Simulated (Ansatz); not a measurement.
# MnO: the cost of one run

Program: Ansatz 0.2.0. Level of theory: DFT PBE, scalar-relativistic. These are calculated values, not measurements.

### Step 1. The starting structure

It takes space group Fm-3m (No. 225, cubic). Conventional cell: a = 4.444 Å, b = 4.444 Å, c = 4.444 Å, α = 90.00°, β = 90.00°, γ = 90.00°. Around Mn (site symmetry m-3m) lie 6 O at 2.22 Å. Around O (site symmetry m-3m) lie 6 Mn at 2.22 Å.

Structure file:

```cif
data_structure
_symmetry_space_group_name_H-M 'Fm-3m'
_symmetry_Int_Tables_number 225
_cell_length_a 4.4440
_cell_length_b 4.4440
_cell_length_c 4.4440
_cell_angle_alpha 90.000
_cell_angle_beta 90.000
_cell_angle_gamma 90.000
_cell_volume 87.77
loop_
_atom_site_label
_atom_site_type_symbol
_atom_site_symmetry_multiplicity
_atom_site_Wyckoff_symbol
_atom_site_fract_x
_atom_site_fract_y
_atom_site_fract_z
_atom_site_occupancy
Mn1 Mn 4 a 0.00000 0.00000 0.00000 1
O1 O 4 b 0.50000 0.00000 0.00000 1
```

The file gives the conventional cell by its symmetry; the runs use the cell typed in the input.

Structure: COD 1514105, as refined from experiment and not relaxed.

Atoms are numbered in the order of the input: Mn1, O2.

### Step 2. Volume × 0.94, LAPW

Input file input.yaml:

```yaml
crystal:
  lattice:
    - [0.0, 2.1766403336, 2.1766403336]
    - [2.1766403336, 0.0, 2.1766403336]
    - [2.1766403336, 2.1766403336, 0.0]
  atoms:
    - { symbol: Mn, position: [0.0, 0.0, 0.0], spin: 4.0 }
    - { symbol: O, position: [0.5, 0.5, 0.5] }
magnetization:
  spin_polarized: true
kpoints:
  mp_grid: { grid: [16, 16, 16] }
  band_path:
    path:
      - [0.0, 0.0, 0.0]
      - [0.5, 0.0, 0.5]
      - [0.625, 0.25, 0.625]
      - [0.375, 0.375, 0.75]
      - [0.0, 0.0, 0.0]
      - [0.5, 0.5, 0.5]
      - [0.5, 0.25, 0.75]
      - [0.5, 0.0, 0.5]
    npoints: 5
scf:
  occupations: { method: fermi_dirac, width: 0.05 }
hamiltonian:
  xc: pbe
  pseudopotentials: { kind: all_electron, lapw: { basis_error: 0.00025 } }
output:
  forces: true
  stress: true
  eigenvalues: true
```

Run with:

```
$ ansatz run input.yaml --threads 1 --pin off --max-ram 3072MiB --backend cpu --events-out ev --progress --plain --runs-dir out
```

What time and memory should one allow on 1 thread of Intel Xeon Platinum 8488C (Sapphire Rapids), shared host?

About 54 s, with a peak of 0.75 GiB.
